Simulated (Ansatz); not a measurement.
# Ta: the cost of one run

Computed with Ansatz 0.2.0 (DFT PBE, scalar-relativistic, plane waves, PAW, unless a step's input says otherwise).

4 further runs of the same task are left out: 1 that didn't finish, 3 set aside as unsound or not needed.

## 1. The structure to begin with

It takes space group Fm-3m (No. 225, cubic). Conventional cell: a = 4.225 Å, b = 4.225 Å, c = 4.225 Å, α = 90.00°, β = 90.00°, γ = 90.00°. Around Ta (site symmetry m-3m) lie 12 Ta at 2.99 Å.

Coordinates:

```
Ta
1.0
     0.00000    2.11275    2.11275
     2.11275    0.00000    2.11275
     2.11275    2.11275    0.00000
Ta
1
Direct
  0.00000 0.00000 0.00000
```

It is the result of an earlier relaxation at this level (volume 18.86 Å³/atom; gap on the mesh: none (metal)).

## 2. Phonons at rest

input.yaml reads:

```yaml
crystal:
  lattice:
    - [0.0, 2.1127454042, 2.1127454042]
    - [2.1127454042, 0.0, 2.1127454042]
    - [2.1127454042, 2.1127454042, 0.0]
  atoms:
    - { symbol: Ta, position: [0.0, 0.0, 0.0] }
basis:
  ecutwfc: 420
kpoints:
  mp_grid: { grid: [20, 20, 20] }
hamiltonian:
  xc: pbe
scf:
  occupations: { method: fermi_dirac, width: 0.15 }
output:
  eigenvalues: true
phonons:
  method: dfpt
  eigenvectors: true
  qmesh: [2, 2, 2]
  temperatures: { t_max: 1000, t_step: 100 }
  qpath:
    path:
      - [[0.0, 0.0, 0.0], [0.5, 0.0, 0.5], [0.625, 0.25, 0.625]]
      - [[0.375, 0.375, 0.75], [0.0, 0.0, 0.0], [0.5, 0.5, 0.5], [0.5, 0.25, 0.75], [0.5, 0.0, 0.5]]
    npoints: 8
```

On the command line:

```sh
ansatz run input.yaml --threads 1 --pin off --max-ram 3072MiB --backend cpu --events-out ev --progress --plain --runs-dir out
```

What time and memory should one allow on 1 thread of Intel Xeon Platinum 8175M at 2.50GHz (Skylake/Cascade Lake), shared host?

About 2.2 min, with a peak of 1.3 GiB.
